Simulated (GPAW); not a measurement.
Runs of GPAW 26.7.0 on ZnS (Wurtzite-2H). It takes space group P6_3mc (No. 186, hexagonal). The conventional cell has a = 3.811 Å, b = 3.811 Å, c = 6.234 Å, α = 90.00°, β = 90.00°, γ = 120.00°. Zn (site symmetry 3m) is surrounded by 4 S at 2.31 to 2.40 Å. S (site symmetry 3m) is surrounded by 4 Zn at 2.31 to 2.40 Å. 

| task | level | potentials or basis | cell | k mesh | cutoff (eV) | maxiter | hybrids on these orbitals | oneshot functional | band path | band points | other keys | gap on the mesh (eV) | pressure (GPa) | largest force (eV/Å) |
| --- | --- | --- | --- | --- | --- | --- | --- | --- | --- | --- | --- | --- | --- | --- |
| one-shot levels of the hybrid HSE06 | PBE | GPAW PAW data sets (gpaw-data 1.2.1), pw | as given | 5 × 5 × 3 | 500 | 150 | ["HSE06", "HSE03", "YS-PBE0"] | HSE06 | - | - | - | 2.24 | 2.3 | 0.33 |
| single point | PBE | GPAW PAW data sets (gpaw-data 1.2.1), pw | as given | 13 × 13 × 7 | 600 | 50 | - | - | - | - | several, not listed | 2.24 | 2.4 | 0.33 |
| band structure | vdW-DF-cx | GPAW PAW data sets (gpaw-data 1.2.1), pw | as given | 6 × 6 × 3 | 600 | 150 | - | - | GMKGALHA,LM,KH | 100 | - | 2.24 | - | 0.34 |
| relaxation of cell and atoms | BP86 | PAW data sets generated in the run's folder for this functional, pw | relaxed to -1 GPa | 6 × 6 × 3 | 600 | 150 | - | - | - | - | - | (a) | -1.0 | 0.02 |

Alike in all rows: no spin polarisation; smearing fermi-dirac 0.05 eV.

Question: Estimate the missing entries.

Answer: (a) 1.96.

Caveats: the cutoff is short for stress and forces, so pressures can be off by a GPa or more (some runs); energy and the plain gap are those of the semilocal run (some runs); the hybrids' values are one shot on its orbitals and mesh (some runs); an odd mesh through Γ misses points on the zone boundary, where band edges often lie (some runs); the PAW data sets were made with another functional, which shifts forces and pressure a little (some runs); later steps reuse the first step's grids (some runs).
